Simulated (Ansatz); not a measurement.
Ga:

```
Ga
1.0
     2.77842    0.00000    0.00000
     0.00000    3.28161    0.00000
    -1.34343    0.00000    3.99027
Ga
2
Direct
  0.13460 0.75000 0.77017
  0.86540 0.25000 0.22983
```

This isn't the form of Ga at room conditions, which is orthorhombic.

* Program: Ansatz 0.2.0
* Task: relaxation of cell and atoms
* Functional: HF
* Potentials or basis: Ansatz PAW
* Cutoff: 420 eV (not typed: the program's choice for these potentials)
* k mesh: 5 × 4 × 4
* Occupations: fermi-dirac, width 0.05 eV
* Spin: no spin polarisation

At the start: volume 18.19 Å³/atom.

Where does the relaxation end?

It ends after 12 steps and the volume is 20.75 Å³/atom (+14.1 %); space group P2_1/m (No. 11, to 0.05 Å).

Step by step:
```csv
step,energy change (eV),largest force (eV/Å),volume (Å³)
1,0.0000,0.0546,36.38
2,-0.1121,0.0540,39.30
3,-0.1278,0.0521,41.14
4,-0.1286,0.0306,41.59
5,-0.1288,0.0233,41.71
6,-0.1293,0.0095,41.74
7,-0.1294,0.0016,41.68
8,-0.1295,0.0010,41.64
9,-0.1389,0.0008,41.64
10,-0.1393,0.0107,41.49
11,-0.1393,0.0007,41.50
12,-0.1390,0.0007,41.50
```

Final structure:
```cif
data_structure
_symmetry_space_group_name_H-M 'P 1'
_symmetry_Int_Tables_number 1
_cell_length_a 2.9123
_cell_length_b 3.5146
_cell_length_c 4.2993
_cell_angle_alpha 90.000
_cell_angle_beta 109.408
_cell_angle_gamma 90.000
_cell_volume 41.50
loop_
_atom_site_label
_atom_site_type_symbol
_atom_site_fract_x
_atom_site_fract_y
_atom_site_fract_z
_atom_site_occupancy
Ga1 Ga 0.15221 0.75000 0.77275 1
Ga2 Ga 0.84779 0.25000 0.22725 1
```

Caveat: the k mesh is coarse (spacing up to 0.48 Å⁻¹), so the values aren't converged, least of all with exact exchange; the plane-wave basis is chosen anew once the cell has moved, so the energies of steps on either side of that aren't comparable; the pressure holds a Pulay correction of +0.4 GPa for the finite cutoff; the PAW data sets come from PBE, with cores solved anew for the run's functional, which leaves a small shift of forces and pressure.
